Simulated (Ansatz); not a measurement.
Crystal: PbS (Galena).

```
Pb S
1.0
     0.00000    2.96575    2.96575
     2.96575    0.00000    2.96575
     2.96575    2.96575    0.00000
Pb S
1 1
Direct
  0.00000 0.00000 0.00000
  0.50000 0.50000 0.50000
```

Below is the output of Ansatz 0.2.0 for this cell. Logs are shortened: lines on timing, memory, paths and dates and some standing lists are left out, and cuts for length are marked.

```text
Warning: RAYON_NUM_THREADS=1 ignored (pool sized by the plan → 1); use --threads N
LAPW: plane waves up to 6.832 Å⁻¹, error target 1.0e-3 eV per atom; small_component_spin mean_spin; S in spheres of 1.310 Å, 14 of its electrons in bands, Dirac shells []; Pb in spheres of 1.656 Å, 36 of its electrons in bands, Dirac shells [] (how accurate: hamiltonian.pseudopotentials.lapw.basis_error, Limitations)
Engine: ansatz 0.2.0, x86_64-unknown-linux-gnu
Pseudopotentials: kind: all_electron
Pseudopotential: Pb, LAPW, valence charge 36, lapw/all_electron/scalar/gaussian/Pb, Koelling and Harmon's equation, gaussian nucleus
Pseudopotential: S, LAPW, valence charge 14, lapw/all_electron/scalar/gaussian/S, Koelling and Harmon's equation, gaussian nucleus
Functional definition: PBEsol
  exchange = pbesol_x
  correlation = pbesol_c
Crystal: 2 atoms, lattice volume = 52.172 Å³
Basis set: ecut = 177.81536687743335 eV, 283 PW (Γ), exchange–correlation at level 2
Bands: 30, of which v1, the nominal top of the filled ones, is band 25 counted from 1 (24 counted from 0)
Symmetry: 48 space group operations
Space group: Fm-3m (ITA 225), of the structure as read, at distance tolerance 3.7e-5 Å
k-points: 29 of 512
Non-local potential: Pb, projectors of the file, none
Non-local potential: S, projectors of the file, none
Initial density: superposition of atomic densities (chi_scale 0.1, normalization cell, long waves kept (reshape's long-wave potential 0.00 eV rms))
Initial wavefunctions: plane waves of lowest kinetic energy (no species holds an atomic orbital)
Functional: x = pbesol(κ = 0.804, μ = 0.12345679012345678), c = pbesol(β = 0.046)
iter 1 solved again at ethr=2.40e-3 eV; its pass at ethr=1.00e-1 eV (dr2=1.20e0 eV) is discarded
SCF iter   1: F=—  HF=-578762.198901 eV  |F-HF|=—  |Δ(HF+E_count)|=         —  Δρ=3.18e-2  dr2=1.20e0  ethr=2.40e-3  ⟨swp⟩=2.0  Hψ=5404  notcnv=0
preconditioner: auto → none  [insulator: Δε(μ)=0.700 eV  Ē_g=16.115 eV  σ=0.050 eV  W_gap=1.00  n_scr=14 (ndim 8)  ℏωp=23.0 eV  f_vac=0.062  D(μ)=0.00/eV (n_scr^D=0)  ε∞_Penn≈3.0]
iter 2 solved again at ethr=1.42e-4 eV; its pass at ethr=2.40e-3 eV (dr2=7.09e-2 eV) is discarded
SCF iter   2: F=—  HF=-578761.841568 eV  |F-HF|=—  |Δ(HF+E_count)|=   3.57e-1  Δρ=9.84e-3  dr2=7.10e-2  ethr=1.42e-4  ⟨swp⟩=2.0  Hψ=4406  notcnv=0
SCF iter   3: F=—  HF=-578761.765886 eV  |F-HF|=—  |Δ(HF+E_count)|=   7.57e-2  Δρ=4.13e-3  dr2=1.49e-2  ethr=1.42e-4  ⟨swp⟩=2.9  Hψ=2753  notcnv=0  defer=1
SCF iter   4: F=—  HF=-578761.765283 eV  |F-HF|=—  |Δ(HF+E_count)|=         —  Δρ=4.15e-4  dr2=7.09e-5  ethr=2.99e-5  ⟨swp⟩=2.0  Hψ=2580  notcnv=0
the basis was enlarged: its passes take 47.9 KiB over the memory plan, 1 of 1 planned eigensolver slots
SCF iter   5: F=—  HF=-578761.765049 eV  |F-HF|=—  |Δ(HF+E_count)|=   2.34e-4  Δρ=1.65e-4  dr2=2.18e-5  ethr=1.42e-7  ⟨swp⟩=2.6  Hψ=2604  notcnv=0
SCF iter   6: F=—  HF=-578761.765041 eV  |F-HF|=—  |Δ(HF+E_count)|=   7.29e-6  Δρ=6.41e-5  dr2=4.62e-6  ethr=4.36e-8  ⟨swp⟩=2.6  Hψ=2600  notcnv=0
SCF iter   7: F=-578761.765041 eV  HF=-578761.765041 eV  |F-HF|=9.43e-9  |Δ(HF+E_count)|=   5.14e-7  Δρ=7.70e-6  dr2=5.23e-8  ethr=9.24e-9  ⟨swp⟩=2.0  Hψ=2582  notcnv=0
SCF 1 converged in 7 iterations: F = -578761.765041 eV  dr2 = 5.23e-8
NSCF: frozen V_eff on 43 k-points
SCF converged after 7 iterations
Free energy (F): -578761.765041 eV
Harris-Foulkes:  -578761.765041 eV  (|F-HF|=9.43e-9)
Internal energy: -578761.764613 eV  (E = F + TS)
E sigma→0 (E₀):  -578761.764827 eV
Entropy (-TS):   -0.000428 eV (-0.214 meV/atom)
Fermi energy:    11.491690 eV
--- Per-component energies (eV) ---
  E_band       = -3530.154718
  E_kinetic    = 665623.414794
  E_xc         = -11107.460642
  E_electrostatic = -1233277.718764  (all electrons and nuclei)
  E_smearing   = -0.000428  (= −TS)
  E_closure    = 0.000000  (closes the sum)
  E_atoms      = -578752.342133  (free atoms, spherical and without spin; not in F)
  Σ components = -578761.765041   (vs F -578761.765041, Δ=0.00e0)
  Basis errors (estimates in eV, not in F): energy 3.5e-4 per atom: plane waves 3.1e-4 (1.7e-4 summed), levels above the bands 7.2e-59, relativity 1.0e-8, radial functions 4.0e-5, core shells 6.9e-9; eigenvalues (radial functions only) 2.0e-5; not estimated: angular momenta, meshes, grids; target (lapw.basis_error) 1.0e-3; muffin-tin radii S 1.310 Å, Pb 1.656 Å
--- Forces (eV/Å), atoms counted from 1 ---
  atom   1  Pb    -0.00000000    -0.00000000     0.00000000
  atom   2  S      0.00000000    -0.00000000    -0.00000000
  max |Σ_I F_I| component: 7.07e-31 eV/Å
--- Stress (GPa, compression-positive) ---
       -0.852372      -0.000000       0.000000
       -0.000000      -0.852372      -0.000000
        0.000000      -0.000000      -0.852372
  P = ⅓ Tr σ = -0.8524 GPa (-8.524 kbar)
--- Band table (eV; the first three rows and the last of 29) ---
  k-point 0: bands = ["-193.5215", "-138.5798", "-138.5798", "-138.5798", "-128.0825", "-117.1309", "-117.1279", "-117.1279", "-117.1279", "-117.1256", "-117.1256", "-117.1256", "-69.8748", "-69.8748", "-69.8748", "-5.3996", "-5.3996", "-5.3996", "-5.3876", "-5.3876", "-2.2397", "5.3147", "9.1903", "9.1903", "9.1903", "16.5272", "16.5272", "16.5272", "17.9675", "17.9675"]
  k-point 1: bands = ["-193.5215", "-138.5798", "-138.5798", "-138.5798", "-128.0825", "-117.1309", "-117.1279", "-117.1279", "-117.1279", "-117.1256", "-117.1256", "-117.1256", "-69.8748", "-69.8748", "-69.8748", "-5.3989", "-5.3975", "-5.3975", "-5.3875", "-5.3875", "-2.1049", "4.8594", "9.2322", "9.2322", "9.5279", "15.2741", "15.7336", "15.7336", "17.9035", "18.3404"]
  k-point 2: bands = ["-193.5215", "-138.5798", "-138.5798", "-138.5798", "-128.0825", "-117.1309", "-117.1279", "-117.1279", "-117.1279", "-117.1256", "-117.1256", "-117.1256", "-69.8748", "-69.8748", "-69.8748", "-5.4060", "-5.4060", "-5.3977", "-5.3735", "-5.3735", "-1.7298", "3.8817", "9.3515", "9.3515", "10.1823", "13.6357", "14.5159", "14.5159", "18.0697", "19.1880"]
  k-point 28: bands = ["-193.5215", "-138.5798", "-138.5798", "-138.5798", "-128.0825", "-117.1309", "-117.1279", "-117.1279", "-117.1279", "-117.1256", "-117.1256", "-117.1256", "-69.8749", "-69.8749", "-69.8748", "-5.5004", "-5.3861", "-5.3829", "-5.3829", "-5.3371", "-0.4937", "3.3860", "6.8903", "6.8903", "10.3449", "13.4789", "15.9493", "15.9493", "19.4260", "19.4260"]
```

Write the input and the command behind it.

Band structure with PBEsol, no spin polarisation. The files as run (others can give the same):

input.yaml
```yaml
crystal:
  lattice:
    - [0.0, 2.96575, 2.96575]
    - [2.96575, 0.0, 2.96575]
    - [2.96575, 2.96575, 0.0]
  atoms:
    - { symbol: Pb, position: [0.0, 0.0, 0.0] }
    - { symbol: S, position: [0.5, 0.5, 0.5] }
kpoints:
  mp_grid: { grid: [8, 8, 8] }
  band_path:
    path:
      - [0.0, 0.0, 0.0]
      - [0.5, 0.0, 0.5]
      - [0.5, 0.25, 0.75]
      - [0.375, 0.375, 0.75]
      - [0.0, 0.0, 0.0]
      - [0.5, 0.5, 0.5]
      - [0.625, 0.25, 0.625]
      - [0.5, 0.25, 0.75]
    npoints: 6
scf:
  occupations: { method: fermi_dirac, width: 0.05 }
hamiltonian:
  xc: pbesol
  pseudopotentials: { kind: all_electron, lapw: { basis_error: 0.001 } }
output:
  forces: true
  stress: true
  eigenvalues: true
```

Potentials or basis: all-electron LAPW, scalar-relativistic.
Launch:
```console
$ ansatz run input.yaml --threads 1 --pin off --max-ram 3072MiB --backend cpu --events-out ev --progress --plain --runs-dir out
```

Caveat: spin-orbit coupling is left out, which as a rule narrows the gap of such compounds by several tenths of an eV.
